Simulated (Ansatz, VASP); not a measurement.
# AlN (V_N-V_Al): VASP beside Ansatz

One calculation is typed for both programs; each brings its own data sets. How far apart do they land? The structure shown is the end of the Ansatz relaxation below.

Main program and level: Ansatz 0.2.0; plane waves, with VASP 6.6.1 beside it; single point at HSE06.

## Step 1: Starting point

The cell holds 52 atoms: 26 Al and 26 N. Its edges and angles: a = 9.269 Å, b = 9.269 Å, c = 9.269 Å, α = 60.0°, β = 60.0°, γ = 60.0°. It derives from AlN (AlN (F-43m)). Nearest the centre at fractional (0.375, 0.375, 0.542): Al14 at 2.35 Å, Al22 at 2.35 Å, Al16 at 2.36 Å, N38 at 2.56 Å, N32 at 2.56 Å, N40 at 2.62 Å, N37 at 3.21 Å, N45 at 3.21 Å.

As a file:

```
Al N
1.0
     0.00000    6.55419    6.55419
     6.55419    0.00000    6.55419
     6.55419    6.55419    0.00000
Al N
26 26
Direct
  0.99968 0.00088 0.99970
  0.99984 0.00104 0.33313
  0.99942 0.00063 0.66722
  0.99962 0.33253 0.00246
  0.99941 0.33360 0.33386
  0.00121 0.33257 0.66624
  0.99956 0.66714 0.99963
  0.00007 0.66718 0.33246
  0.00181 0.66801 0.66534
  0.33133 0.00084 0.00243
  0.33241 0.00062 0.33385
  0.33138 0.00242 0.66625
  0.33046 0.33166 0.00564
  0.33526 0.33644 0.33333
  0.33329 0.66780 0.99862
  0.33555 0.66282 0.33219
  0.33054 0.67075 0.66513
  0.66594 0.00076 0.99963
  0.66598 0.00126 0.33247
  0.66678 0.00302 0.66535
  0.66661 0.33448 0.99862
  0.66161 0.33674 0.33220
  0.66955 0.33174 0.66514
  0.66652 0.66772 0.99841
  0.66620 0.66739 0.33234
  0.66630 0.66749 0.66586
  0.08235 0.08354 0.08512
  0.08280 0.08399 0.41757
  0.08271 0.08390 0.75006
  0.08206 0.41711 0.08545
  0.08507 0.41729 0.41659
  0.05791 0.42555 0.75969
  0.08327 0.75088 0.08288
  0.08524 0.74895 0.41611
  0.08271 0.75183 0.74977
  0.41592 0.08326 0.08545
  0.41611 0.08625 0.41659
  0.42434 0.05916 0.75967
  0.41665 0.41784 0.08451
  0.42644 0.42764 0.76225
  0.41701 0.74920 0.08384
  0.41620 0.74899 0.41633
  0.41643 0.75141 0.74884
  0.74969 0.08446 0.08288
  0.74777 0.08642 0.41611
  0.75063 0.08391 0.74978
  0.74800 0.41821 0.08385
  0.74780 0.41738 0.41634
  0.75023 0.41761 0.74885
  0.74977 0.75096 0.08279
  0.74994 0.75112 0.41565
  0.75026 0.75144 0.74870
```

## Step 2: Ansatz: relaxation, HSE06

Ansatz runs on its PAW soft_1 files.

This run makes the geometry at which the two programs are then compared.

The input, input.yaml:

```yaml
crystal:
  checkpoint: "../q0_M2.relax.run"
  host: checkpoint
basis:
  ecutwfc: 420
  xc_grid: 2
hamiltonian:
  xc: hse06
  pseudopotentials: { kind: paw, azcp: { folder: soft_1 } }
kpoints:
  mp_grid: { grid: [1, 1, 1], shift: [0.25, 0.25, 0.25] }
magnetization:
  spin_polarized: true
  initial_magnetization: 2
  spin_locking: { lock_magnetization: hard }
scf:
  occupations: { method: fixed }
  max_iter: 100
output:
  forces: true
  charged_corrections:
    epsilon: 4.64
    static_epsilon: 8.51
    defect_position: [0.375, 0.375, 0.541667]
relax:
  f_tol: 0.03
  max_steps: 40
  escape_saddle: false
checkpoint:
  write: "../q0_M2.hrelax.run"
  compress: false
  write_wavefunctions: true
  write_every: 100000
```

The run is started by

```console
ansatz run input.yaml --threads 8 --pin off --max-ram 18841MiB --backend cpu --events-out ev --progress --plain --runs-dir out
```

Numbers of over 12 decimals in the logs are rounded to 6 here.

The log of the run:

```text
Warning: kpoints.mp_grid.shift: disabling space-group detection — at a shift other than 0 and half a step a hybrid functional's run that is held to the crystal's symmetry can end above its lowest state, and by default nothing tells of it, so the full k-mesh is solved, and no spatial operation symmetrises the density, except that the density of a phonon batch's undisplaced supercell is averaged over the supercell's ow [...]
crystal.checkpoint: the structure is that of <dir>, a `relax` run, at its step 6: its result, under r2scan at a charge of 0 e; 52 atoms read, 3 with a starting moment; this deck's functional is hse06; this run starts in the magnetic order that was found there; no density is read with it (checkpoint.read); crystal.structure_sha256 for this input is
exact exchange: scf.exx.singularity resolves to wigner_seitz, which cuts the screened interaction at the faces of the exchange supercell's Wigner-Seitz cell, so that each pair interacts once, at the shortest of its separations (the periodic images that this leaves out come, for a point-like exchange hole, to about 0.030 eV on a filled level). The cut falls within the interaction's reach, and what an exchange supercel [...]
Engine: ansatz 0.2.0, aarch64-unknown-linux-gnu
Pseudopotentials: kind: paw
Pseudopotential: Al, paw, valence charge 3, recommended cutoff 420 eV (normal), soft_1/Al.paw.azcp
Pseudopotential: N, paw, valence charge 5, recommended cutoff 420 eV (normal), soft_1/N.paw.azcp
Functional definition: HSE06
  parameter a = 0.25
  parameter omega = 0.11/bohr
  exchange = pbe_x - a*pbe_x_sr(omega) + a*exact_x_sr(omega)
  correlation = pbe_c
davidson cushion auto → on  (no smearing: the cushion is to keep the highest requested band from converging to the state above it; pin scf.eigensolver.cushion to override)
Crystal: 52 atoms, lattice volume = 563.102 Å³
Basis set: ecut = 420 eV, 10969 PW (Γ), exchange–correlation on 128×128×128 points (8 copies of the dense FFT grid, shifted against one another)
Bands: 157, of which v1, the nominal top of the filled ones, is band 104 counted from 1 (103 counted from 0)
Symmetry: 1 space group operations
k-points: 1
Non-local potential: Al, projectors of the file, l = 0: 2, l = 1: 2, l = 2: 1
Non-local potential: N, projectors of the file, l = 0: 2, l = 1: 2, l = 2: 1
PAW form: soft (Blöchl's): semilocal exchange-correlation on the pseudo side does not see the compensation charge
PAW frozen core: Al, regenerated for the run's functional, and the local potential with it (the file was generated under x = pbe(κ = 0.804, μ = 0.219515), c = pbe(β = 0.066725))
PAW frozen core: N, regenerated for the run's functional, and the local potential with it (the file was generated under x = pbe(κ = 0.804, μ = 0.219515), c = pbe(β = 0.066725))
PAW one-centre angular grid: Al, 110 points (default); XC on 64 Gauss nodes
PAW one-centre angular grid: N, 110 points (default); XC on 64 Gauss nodes
Initial density: superposition of atomic densities (chi_scale 0.1, normalization cell, long waves kept (reshape's long-wave potential 0.14 eV rms))
Starting moments: Σ|m| = 2 μB on 3 of 52 sites
Initial wavefunctions: pseudopotential atomic-orbital guess
Functional: x = pbe(κ = 0.804, μ = 0.219515), c = pbe(β = 0.066725), warm-up for x = pbe(κ = 0.804, μ = 0.219515) + 0.25 (exact − pbe) at short range (hse, ω = 0.207870 Å⁻¹), c = pbe(β = 0.066725); HSE06 as pw.x's `hse` composes it (authors' and Libxc's form: `xc: wpbeh`)
iter 1 solved again at ethr=6.46e-2 eV; its pass at ethr=1.00e-1 eV (dr2=1.34e2 eV) is discarded
[...]
atom  36  N      0.00332677    -0.00058520     0.00013832
  atom  37  Al     0.00148297     0.00036987    -0.00104992
  atom  38  N     -0.00041675    -0.00079378     0.00272137
  atom  39  Al     0.00513789    -0.00727421    -0.00502598
  atom  40  N      0.00048989     0.00004818     0.00023762
  atom  41  Al    -0.00115790     0.00023590     0.00020847
  atom  42  N      0.00238609     0.00013377    -0.00091386
  atom  43  Al     0.00463766    -0.00323606    -0.00385130
  atom  44  N     -0.00080235    -0.00221407    -0.00112789
  atom  45  Al     0.00370130    -0.00169977    -0.00011348
  atom  46  N      0.00165657    -0.00306961    -0.00357418
  atom  47  Al    -0.00095347    -0.00053466     0.00039061
  atom  48  N      0.00031652    -0.00052227    -0.00326313
  atom  49  Al    -0.00025449     0.00050593    -0.00180080
  atom  50  N      0.00034176    -0.00078738     0.00045016
  atom  51  Al    -0.00123473    -0.00038357     0.00090512
  atom  52  N      0.00234522     0.00089859    -0.00274399
  max |Σ_I F_I| component: 1.87e-4 eV/Å
--- Band table (eV) ---
  k-point 0 ↑: bands = [... 100 lower, 5.2735, 5.3466, 5.4118, 5.6386, 6.7135, 10.9964, 11.3268, 11.4696, ... 34 higher]
  k-point 0 ↓: bands = [... 100 lower, 5.4298, 6.3014, 6.7534, 8.3305, 8.3320, 11.0375, 11.3606, 11.5107, ... 34 higher]
  guard bands above this table: 15 of the run's 157 bands. The solve was not asked for them (output.publish_guard_bands: true or output.eigenvalues: true publishes all)
--- Relaxed structure (3 steps of the walk, 3 accepted, 0 SCFs on fresh bases) ---
  F+E_penalty+E_count = -24031.45883100 eV   max|allowed force component| = 8.623e-3 eV/Å
  atoms:
    - { symbol: Al, position: [-0.00031947, 0.000879745, -0.000302182], spin: 0.0 }
    - { symbol: N, position: [0.082347, 0.083544, 0.085121], spin: 0.0 }
    - { symbol: Al, position: [-0.000164397, 0.00103668, 0.333127], spin: 0.0 }
    - { symbol: N, position: [0.082800, 0.083992, 0.417570], spin: 0.0 }
    - { symbol: Al, position: [-0.000578023, 0.000625294, 0.667220], spin: 0.0 }
    - { symbol: N, position: [0.082710, 0.083896, 0.750064], spin: 0.0 }
    - { symbol: Al, position: [-0.000375017, 0.332526, 0.00245766], spin: 0.0 }
    - { symbol: N, position: [0.082060, 0.417113, 0.085449], spin: 0.0 }
    - { symbol: Al, position: [-0.00058583, 0.333602, 0.333856], spin: 0.0 }
    - { symbol: N, position: [0.085065, 0.417292, 0.416592], spin: 0.0 }
    - { symbol: Al, position: [0.00120718, 0.332567, 0.666241], spin: 0.0 }
    - { symbol: N, position: [0.057907, 0.425550, 0.759692], spin: 0.624 }
    - { symbol: Al, position: [-0.000440012, 0.667144, -0.000369377], spin: 0.0 }
    - { symbol: N, position: [0.083268, 0.750879, 0.082881], spin: 0.0 }
    - { symbol: Al, position: [6.930221053036423e-5, 0.667175, 0.332464], spin: 0.0 }
    - { symbol: N, position: [0.085244, 0.748952, 0.416106], spin: 0.0 }
    - { symbol: Al, position: [0.00180895, 0.668010, 0.665338], spin: 0.0 }
    - { symbol: N, position: [0.082714, 0.751830, 0.749772], spin: 0.0 }
    - { symbol: Al, position: [0.331332, 0.00084076, 0.00242656], spin: 0.0 }
    - { symbol: N, position: [0.415918, 0.083257, 0.085451], spin: 0.0 }
    - { symbol: Al, position: [0.332405, 0.000616843, 0.333852], spin: 0.0 }
    - { symbol: N, position: [0.416111, 0.086245, 0.416593], spin: 0.0 }
    - { symbol: Al, position: [0.331383, 0.00241584, 0.666251], spin: 0.0 }
    - { symbol: N, position: [0.424335, 0.059163, 0.759673], spin: 0.624 }
    - { symbol: Al, position: [0.330456, 0.331658, 0.0056371], spin: 0.0 }
    - { symbol: N, position: [0.416653, 0.417842, 0.084513], spin: 0.0 }
    - { symbol: Al, position: [0.335258, 0.336441, 0.333329], spin: 0.0 }
    - { symbol: N, position: [0.426442, 0.427644, 0.762246], spin: 0.752 }
    - { symbol: Al, position: [0.333287, 0.667803, -0.00138256], spin: 0.0 }
    - { symbol: N, position: [0.417014, 0.749199, 0.083837], spin: 0.0 }
    - { symbol: Al, position: [0.335549, 0.662819, 0.332189], spin: 0.0 }
    - { symbol: N, position: [0.416196, 0.748994, 0.416330], spin: 0.0 }
    - { symbol: Al, position: [0.330543, 0.670752, 0.665134], spin: 0.0 }
    - { symbol: N, position: [0.416428, 0.751410, 0.748842], spin: 0.0 }
    - { symbol: Al, position: [0.665938, 0.000764839, -0.000367646], spin: 0.0 }
    - { symbol: N, position: [0.749691, 0.084455, 0.082885], spin: 0.0 }
    - { symbol: Al, position: [0.665985, 0.00125582, 0.332469], spin: 0.0 }
    - { symbol: N, position: [0.747770, 0.086423, 0.416109], spin: 0.0 }
    - { symbol: Al, position: [0.666780, 0.00301777, 0.665352], spin: 0.0 }
    - { symbol: N, position: [0.750634, 0.083909, 0.749775], spin: 0.0 }
    - { symbol: Al, position: [0.666606, 0.334480, -0.00137889], spin: 0.0 }
    - { symbol: N, position: [0.747998, 0.418210, 0.083845], spin: 0.0 }
    - { symbol: Al, position: [0.661605, 0.336741, 0.332203], spin: 0.0 }
    - { symbol: N, position: [0.747800, 0.417384, 0.416336], spin: 0.0 }
    - { symbol: Al, position: [0.669545, 0.331741, 0.665139], spin: 0.0 }
    - { symbol: N, position: [0.750225, 0.417612, 0.748846], spin: 0.0 }
    - { symbol: Al, position: [0.666521, 0.667721, -0.00159291], spin: 0.0 }
    - { symbol: N, position: [0.749771, 0.750965, 0.082788], spin: 0.0 }
    - { symbol: Al, position: [0.666196, 0.667391, 0.332337], spin: 0.0 }
    - { symbol: N, position: [0.749942, 0.751119, 0.415652], spin: 0.0 }
    - { symbol: Al, position: [0.666301, 0.667495, 0.665856], spin: 0.0 }
    - { symbol: N, position: [0.750259, 0.751445, 0.748698], spin: 0.0 }
```

(Part 1 of 2 ends here.)

[Lines on the potential files, build, host, timing and source positions are cut from VASP's logs without a mark.]

[Logs are printed without paths, hosts, clocks, repeated set-up lines and the standing remarks that a program may print on its own settings, such as how far it seeks lower states.]

[Hosts, paths, dates, database ids (printed as entryN), source tags and the programs' standing remarks are cut or masked in the printed files.]
